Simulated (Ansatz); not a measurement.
AlN (NiAs type) from LDA to hybrids

All numbers come from the plane-wave code Ansatz. These are computed values for a spin-unpolarised cell that may be hypothetical; none is a measurement.

Structure: AlN (NiAs type), at its r2SCAN minimum. Space group P6_3/mmc (No. 194), hexagonal; a = 2.833 Å, c = 4.841 Å in the conventional setting, 8.41 Å³ an atom. Al has 6 N at 2.03 Å; N has 6 Al at 2.03 Å.

```
Al N
1.0
     2.83285    0.00000    0.00000
    -1.41643    2.45332    0.00000
     0.00000    0.00000    4.84101
Al N
2 2
Direct
  0.00000 0.00000 0.00000
  0.00000 0.00000 0.50000
  0.33333 0.66667 0.25000
  0.66667 0.33333 0.75000
```

Relaxed lattice by functional, symmetry kept:
```
functional   k mesh  a (Å)  c (Å)  volume (Å³/atom)
       PBE  12×12×6  2.856  4.883              8.62
    r2SCAN  12×12×6  2.833  4.841              8.41
    PBEsol  12×12×6  2.836  4.856              8.46
       LDA  12×12×6  2.812  4.813              8.24
     HSE06    6×6×4  2.825  4.835              8.36
```

Band edges at fixed r2SCAN geometry:

| level | k mesh | gap (eV) | kind | edges | least direct gap (eV) | rough cost |
| --- | --- | --- | --- | --- | --- | --- |
| LDA | 12×12×6 | 4.82 | indirect | Γ → L–M (0.36) | 5.25 | 2.5 core-seconds |
| PBE | 12×12×6 | 4.92 | indirect | Γ → L–M (0.33) | 5.17 | 3 core-seconds |
| r2SCAN | 12×12×6 | 5.69 | indirect | Γ → L–M (0.36) | 5.91 | 6 core-seconds |
| HSE06 | 9×9×4 | 6.30 | indirect | Γ → L–M (0.36) | 6.68 | 70 core-seconds |
| DDH-PBE0 | 9×9×4 | 6.53 | indirect | Γ → L–M (0.36) | 6.88 | 100 core-seconds |
| PBE0 | 9×9×4 | 7.04 | indirect | Γ → L–M (0.36) | 7.42 | 70 core-seconds |
| Hartree-Fock | 9×9×4 | 14.23 | indirect | Γ → L–M (0.36) | 15.11 | 110 core-seconds |
| G0W0@PBE (100 empty bands, 120 eV, 6×6×4) | 6×6×4 | 6.38 | – | Γ → L–M (0.50) (mesh) | – | 40 core-seconds |
| G0W0@PBE (249 empty bands, 220 eV, 6×6×4) | 6×6×4 | 6.57 | – | Γ → L–M (0.50) (mesh) | – | 4 core-minutes |

PBE: smearing of 0.02 eV; the others have fixed occupations.
Wave cutoffs: 420 eV, 500 eV (r2SCAN).
Points off the special ones are mesh points or PBE's searched band edges, reused at the other levels. Set aside, since their points miss a band edge that the other levels read or their mesh is too coarse: LC-ωPBE.
The G0W0 gap is PBE's gap over the path plus the quasiparticle shift read on the mesh. G0W0 values are finite-basis, finite-mesh values.
Costs come from shared machines and give only the order; PBE's includes the band path. The runs had 2 threads of Arm Neoverse V2, with other jobs on the host.

HSE06 gives an indirect gap of 6.30 eV, from Γ to L–M (0.36 of the way from L); the least direct gap is 6.68 eV at Γ.

r2SCAN covers 56 % of the step from PBE to HSE06, while HSE06 needs about 11 times r2SCAN's cost (on a coarser mesh). All these functionals give a gap of the same kind, indirect.

r2SCAN (ground state on 9×9×4): The clamped-ion dielectric constant comes out as 4.82 along x and y, 4.97 along z. Born charges, averaged over directions: Al +2.93, N -2.93 e. PBE (ground state on 9×9×4): ε∞: 5.18 along x and y, 5.36 along z. Born charges, averaged over directions: Al +2.94, N -2.94 e.

On the PBEsol cell (a = 2.836 Å, c = 4.856 Å), with PBEsol: All optical modes at Γ are real, from 198 to 786 cm⁻¹ without the longitudinal term; this says nothing of other wave vectors. With the long-range field the highest mode reaches 853 cm⁻¹. By the program's warning the force constants, and with them frequencies and ε⁰, aren't converged on this mesh. The electronic dielectric tensor ε∞ is 5.24 along x and y, 5.45 along z. With the ions relaxed, ε⁰ is 17.7 along x and y, 19.8 along z. Born charges, averaged over directions: Al +2.94, N -2.94 e.

The meshes of the hybrids are coarse, so their gaps aren't converged to the digits shown.
